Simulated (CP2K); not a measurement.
# Zn (P6_3/mmc) in CP2K: reference runs

Aim: a first look at Zn with PBE, on the cell as given and on a disturbed one.

Program: CP2K 2026.2. These are calculated values, not measurements. Logs are shortened: lines on timing, memory, paths and dates and some standing lists are left out, and cuts for length are marked.

**1. The crystal as given**

It takes space group P6_3/mmc (No. 194, hexagonal). The conventional cell has a = 2.670 Å, b = 2.670 Å, c = 4.966 Å, α = 90.00°, β = 90.00°, γ = 120.00°. Around Zn (site symmetry -6m2) lie 12 Zn at 2.67 to 2.92 Å.

**2. Single point, PBE**

The input, zn_scf.inp:

```
&GLOBAL
  PROJECT zn_scf
  RUN_TYPE ENERGY_FORCE
  PRINT_LEVEL LOW
&END GLOBAL
&FORCE_EVAL
  METHOD QS
  STRESS_TENSOR ANALYTICAL
  &DFT
    BASIS_SET_FILE_NAME BASIS_MOLOPT_UZH
    POTENTIAL_FILE_NAME POTENTIAL_UZH
    &MGRID
      CUTOFF 450
      REL_CUTOFF 60
      NGRIDS 4
    &END MGRID
    &QS
      METHOD GPW
      EPS_DEFAULT 1.0E-10
    &END QS
    &KPOINTS
      SCHEME MONKHORST-PACK 11 11 6
      GAMMA_CENTERED T
      SYMMETRY T
      SYMMETRY_BACKEND SPGLIB
    &END KPOINTS
    &SCF
      SCF_GUESS ATOMIC
      EPS_SCF 1.0E-6
      MAX_SCF 100
      ADDED_MOS 10
      CHOLESKY OFF
      EPS_EIGVAL 1.0E-7
      &DIAGONALIZATION ON
        ALGORITHM STANDARD
      &END DIAGONALIZATION
      &MIXING ON
        METHOD BROYDEN_MIXING
        ALPHA 0.4
        BETA 1.5
        NBUFFER 8
      &END MIXING
      &SMEAR ON
        METHOD FERMI_DIRAC
        ELECTRONIC_TEMPERATURE 580.23
      &END SMEAR
    &END SCF
    &XC
      &XC_FUNCTIONAL PBE
      &END XC_FUNCTIONAL
    &END XC
    &PRINT
      &KPOINTS ON
      &END KPOINTS
      &MULLIKEN ON
      &END MULLIKEN
      &MO ON
        ENERGIES T
        OCCUPATION_NUMBERS T
        &EACH
          QS_SCF 0
        &END EACH
        ADD_LAST NUMERIC
      &END MO
      &LOWDIN ON
      &END LOWDIN
      &HIRSHFELD ON
        SHAPE_FUNCTION DENSITY
      &END HIRSHFELD
      &E_DENSITY_CUBE ON
        STRIDE 1
      &END E_DENSITY_CUBE
      &V_HARTREE_CUBE ON
        STRIDE 1
      &END V_HARTREE_CUBE
      &ELF_CUBE ON
        STRIDE 1
      &END ELF_CUBE
    &END PRINT
  &END DFT
  &SUBSYS
    &CELL
      A 2.6700000000 0.0000000000 0.0000000000
      B -1.3350000000 2.3122878281 0.0000000000
      C 0.0000000000 0.0000000000 4.9660000000
      PERIODIC XYZ
    &END CELL
    &COORD
      SCALED
      Zn  0.6666666667 0.3333333333 0.7500000000
      Zn  0.3333333333 0.6666666667 0.2500000000
    &END COORD
    &KIND Zn
      BASIS_SET TZVP-MOLOPT-PBE-GTH-q12
      POTENTIAL GTH-PBE-q12
    &END KIND
    &PRINT
      &ATOMIC_COORDINATES ON
      &END ATOMIC_COORDINATES
      &CELL ON
      &END CELL
    &END PRINT
  &END SUBSYS
  &PRINT
    &FORCES ON
    &END FORCES
    &STRESS_TENSOR ON
    &END STRESS_TENSOR
  &END PRINT
&END FORCE_EVAL
```

Potentials or basis: POTENTIAL_UZH Zn GTH-PBE-q12; TZVP-MOLOPT-PBE-GTH basis.

Run with:

```console
$ OMP_NUM_THREADS=1 cp2k.psmp -i zn_scf.inp -o zn_scf.out
```

zn_scf.out:

```text

 CP2K| version string:                                       CP2K version 2026.2
 CP2K| Input file name                                                zn_scf.inp

 GLOBAL| Force Environment number                                              1
 GLOBAL| Basis set file name                                    BASIS_MOLOPT_UZH
 GLOBAL| Potential file name                                       POTENTIAL_UZH
 GLOBAL| MM Potential file name                                     MM_POTENTIAL
 GLOBAL| Coordinate file name                                      __STD_INPUT__
 GLOBAL| Method name                                                        CP2K
 GLOBAL| Project name                                                     zn_scf
 GLOBAL| Run type                                                   ENERGY_FORCE
 GLOBAL| FFT library                                                       FFTW3
[... 8 lines left out ...]
 GLOBAL| CPU model name                                                  UNKNOWN

 CELL| Volume [angstrom^3]:                                            30.659133
 CELL| Vector a [angstrom]:       2.670     0.000     0.000   |a| =     2.670000
 CELL| Vector b [angstrom]:      -1.335     2.312     0.000   |b| =     2.670000
 CELL| Vector c [angstrom]:       0.000     0.000     4.966   |c| =     4.966000
 CELL| Angle (b,c), alpha [degree]:                                    90.000000
 CELL| Angle (a,c), beta  [degree]:                                    90.000000
 CELL| Angle (a,b), gamma [degree]:                                   120.000000
 CELL| Numerically orthorhombic:                                              NO
 CELL| Periodicity                                                           XYZ

 CELL_REF| Volume [angstrom^3]:                                        30.659133
 CELL_REF| Vector a [angstrom     2.670     0.000     0.000   |a| =     2.670000
 CELL_REF| Vector b [angstrom    -1.335     2.312     0.000   |b| =     2.670000
 CELL_REF| Vector c [angstrom     0.000     0.000     4.966   |c| =     4.966000
 CELL_REF| Angle (b,c), alpha [degree]:                                90.000000
 CELL_REF| Angle (a,c), beta  [degree]:                                90.000000
 CELL_REF| Angle (a,b), gamma [degree]:                               120.000000
 CELL_REF| Numerically orthorhombic:                                          NO
 CELL_REF| Periodicity                                                       XYZ

[... 8 lines left out ...]
 TOTAL NUMBERS AND MAXIMUM NUMBERS

  Total number of            - Atomic kinds:                                   1
                             - Atoms:                                          2
                             - Shell sets:                                     2
                             - Shells:                                        20
                             - Primitive Cartesian functions:                 12
                             - Cartesian basis functions:                     80
                             - Spherical basis functions:                     68

  Maximum angular momentum of the orbital basis functions:                     3

 MODULE QUICKSTEP: ATOMIC COORDINATES IN ANGSTROM

   Atom Kind Element         X             Y             Z       Z(eff)     Mass
      1    1 Zn   30      1.335000      0.770763      3.724500  12.0000  65.3800
      2    1 Zn   30     -0.000000      1.541525      1.241500  12.0000  65.3800

 SCF PARAMETERS         Density guess:                                    ATOMIC
                        --------------------------------------------------------
                        max_scf:                                             100
                        max_scf_history:                                       0
                        max_diis:                                              4
[... 5 lines left out ...]
                        --------------------------------------------------------
                        level_shift [a.u.]:                             0.000000
                        added MOs                                        10    0
                        --------------------------------------------------------
                        Mixing method:                            BROYDEN_MIXING
[... 11 lines left out ...]
 *******************************************************************************
 BRILLOUIN| K-point scheme                                        Monkhorst-Pack
 BRILLOUIN| K-Point grid                                            11   11    6
 BRILLOUIN| Gamma-centered k-point mesh                                     ON
 BRILLOUIN| K-point symmetry accuracy                               0.100000E-05
 BRILLOUIN| K-Point point group symmetrization                                ON
 BRILLOUIN| Symmetry backend                                             SPGLIB
 BRILLOUIN| Symmetry reduction method                                    SPGLIB
 BRILLOUIN| Wavefunction type                                            COMPLEX
 BRILLOUIN| List of Kpoints [2 Pi/Bohr]                                       64
 BRILLOUIN| Number           Weight            X              Y              Z
 BRILLOUIN|     1           0.01653       -0.45455       -0.45455       -0.33333
 BRILLOUIN|     2           0.01653       -0.45455       -0.45455       -0.16667
 BRILLOUIN|     3           0.00826       -0.45455       -0.45455        0.00000
 BRILLOUIN|     4           0.00826       -0.45455       -0.45455        0.50000
 BRILLOUIN|     5           0.03306       -0.45455       -0.36364       -0.33333
 BRILLOUIN|     6           0.03306       -0.45455       -0.36364       -0.16667
[... 32 lines left out ...]
 BRILLOUIN|    39           0.00826       -0.36364        0.18182        0.00000
 BRILLOUIN|    40           0.00826       -0.36364        0.18182        0.50000
 [... further k-points ...]
 *******************************************************************************

 Extrapolation method: initial_guess

 Number of electrons:                                                         24
 Number of occupied orbitals:                                                 12
 Number of molecular orbitals:                                                22

 Number of orbital functions:                                                 68
 Number of independent orbital functions:                                     68

 SCF WAVEFUNCTION OPTIMIZATION

  Step     Update method      Time    Convergence         Total energy    Change
  ------------------------------------------------------------------------------
     1 NoMix/Diag. 0.40E+00   14.7     1.38992887      -121.3413111880 -1.21E+02
     2 Broy./Diag. 0.40E+00   13.1     0.01792757      -121.7333011642 -3.92E-01
     3 Broy./Diag. 0.40E+00   13.0     0.01246212      -121.3579684018  3.75E-01
     4 Broy./Diag. 0.40E+00   12.9     0.01424285      -121.1606801378  1.97E-01
     5 Broy./Diag. 0.40E+00   12.8     0.00108485      -121.1252497517  3.54E-02
     6 Broy./Diag. 0.40E+00   13.0     0.00097598      -121.1345170401 -9.27E-03
     7 Broy./Diag. 0.40E+00   12.9     0.00012236      -121.1341154252  4.02E-04
     8 Broy./Diag. 0.40E+00   12.9     0.00010497      -121.1334339899  6.81E-04
     9 Broy./Diag. 0.40E+00   12.8     0.00001427      -121.1335324471 -9.85E-05
    10 Broy./Diag. 0.40E+00   12.9     0.00001025      -121.1335201409  1.23E-05
    11 Broy./Diag. 0.40E+00   13.0     0.00000227      -121.1334873551  3.28E-05
    12 Broy./Diag. 0.40E+00   12.9     0.00000072      -121.1334887938 -1.44E-06

  *** SCF run converged in    12 steps ***

  Electronic density on regular grids:        -23.9999999556        0.0000000444
  Core density on regular grids:               23.9999999976       -0.0000000024
  Total charge density on r-space grids:        0.0000000420
  Total charge density g-space grids:           0.0000000420

  Overlap energy of the core charge distribution:               0.00000000041950
  Self energy of the core charge distribution:               -159.56116197073376
  Core Hamiltonian energy:                                     50.92962253576232
  Hartree energy:                                               5.50544287754897
  Exchange-correlation energy:                                -18.00722351929919
  Electronic entropic energy:                                  -0.00016871720450
  Fermi energy:                                                 0.21735042332962

  Total energy:                                              -121.13348879384699
  Total energy (extrapolated to T->0):                       -121.13340443524474

 MO| EIGENVALUES AND OCCUPATION NUMBERS FOR K POINT 1
 MO|
 MO|  Index      Eigenvalue [a.u.]        Eigenvalue [eV]             Occupation
 MO|      1              -0.085694              -2.331840               2.000000
 MO|      2              -0.084754              -2.306280               2.000000
 MO|      3              -0.075402              -2.051796               2.000000
 MO|      4              -0.072352              -1.968807               2.000000
 MO|      5              -0.055000              -1.496616               2.000000
 MO|      6              -0.046380              -1.262077               2.000000
[... 70 lines left out ...]
 MO|     21               1.032420              28.093579               0.000000
 MO|     22               1.083361              29.479758               0.000000
 MO| Sum:                                                              24.000000
 MO| E(Fermi):            0.217350 a.u.          5.914406 eV
 MO| Band gap:            0.175763 a.u.          4.782751 eV

 MO| EIGENVALUES AND OCCUPATION NUMBERS FOR K POINT 4
 MO|
 MO|  Index      Eigenvalue [a.u.]        Eigenvalue [eV]             Occupation
 MO|      1              -0.085029              -2.313748               2.000000
 MO|      2              -0.085029              -2.313748               2.000000
 MO|      3              -0.075303              -2.049100               2.000000
 MO|      4              -0.075303              -2.049100               2.000000
 MO|      5              -0.050786              -1.381945               2.000000
 MO|      6              -0.050786              -1.381944               2.000000
[... 294 lines left out ...]
 MO|     21               0.898515              24.449842               0.000000
 MO|     22               0.996954              27.128495               0.000000
 MO| Sum:                                                              24.000000
 MO| E(Fermi):            0.217350 a.u.          5.914406 eV

 [... the levels of further k-points ...]

 The electron density is written in Cube    file format to the file:

 zn_scf-ELECTRON_DENSITY-1_0.cube

 !-----------------------------------------------------------------------------!
                     Mulliken Population Analysis

 #  Atom  Element  Kind  Atomic population                           Net charge
       1     Zn       1         12.000004                             -0.000004
       2     Zn       1         11.999996                              0.000004
 # Total charge                             24.000000                  0.000000

 !-----------------------------------------------------------------------------!

 !-----------------------------------------------------------------------------!
                           Hirshfeld Charges

  #Atom  Element  Kind  Ref Charge     Population                    Net charge
      1       Zn     1      12.000         12.000                        -0.000
      2       Zn     1      12.000         12.000                        -0.000

  Total Charge                                                           -0.000
 !-----------------------------------------------------------------------------!

 LOWDIN POPULATION ANALYSIS

 #  Atom  Element  Kind  Atomic population                           Net charge
       1     Zn       1         12.000000                             -0.000000
       2     Zn       1         12.000000                              0.000000
 # Total charge                             24.000000                  0.000000

               ----- ELF is computed on the real space grid -----

 ELF is written in Cube    file format to the file:

 zn_scf-ELF_S1-1_0.cube

 ENERGY| Total FORCE_EVAL ( QS ) energy [hartree]           -121.133488961100284

 FORCES| Atomic forces [hartree/bohr]
 FORCES|   Atom     x               y               z               |f|
 FORCES|      1  1.52585855E-07 -1.06890611E-07  4.20329968E-09   1.86348366E-07
 FORCES|      2 -1.52590351E-07  1.06904223E-07 -4.20111874E-09   1.86359807E-07
 FORCES| Sum    -4.49674997E-12  1.36117817E-11  2.18094202E-12
 FORCES| Total atomic force                                       1.45002714E-11

 STRESS| Analytical stress tensor [bar]
 STRESS|                        x                   y                   z
 STRESS|      x        2.24101791595E+02   1.34929879156E+02   2.74843356849E-06
 STRESS|      y        1.34929879156E+02   3.79169555680E+02  -3.09245910287E-05
 STRESS|      z        2.74843356849E-06  -3.09245910287E-05  -8.53353765223E+03
 STRESS| 1/3 Trace                                            -2.64342210165E+03
 STRESS| Determinant                                          -5.69754479692E+08

 STRESS| Eigenvectors and eigenvalues of the analytical stress tensor [bar]
 STRESS|                        1                   2                   3
 STRESS| Eigenvalues  -8.53353765223E+03   1.46015703345E+02   4.57255643930E+02
 STRESS|      x          -0.000000000367      0.865513080828      0.500886321349
 STRESS|      y           0.000000003475     -0.500886321349      0.865513080828
 STRESS|      z           1.000000000000      0.000000002059     -0.000000002824
```

Wall time 3.6 min (1 thread of Arm Neoverse V1, shared host); peak memory 0.46 GiB.

Results:

* Free energy: -3296.2099 eV
* Pressure: -0.3 GPa
* Band gap on the k mesh: none (metal or under the smearing width)

Stress tensor (GPa, compression positive):
```
 0.02  0.01  0.00
 0.01  0.04  0.00
 0.00  0.00 -0.85
```

Caveat: the basis of atomic orbitals isn't converged, which shifts pressures, moduli and gaps.

[end of part 1 of 2]
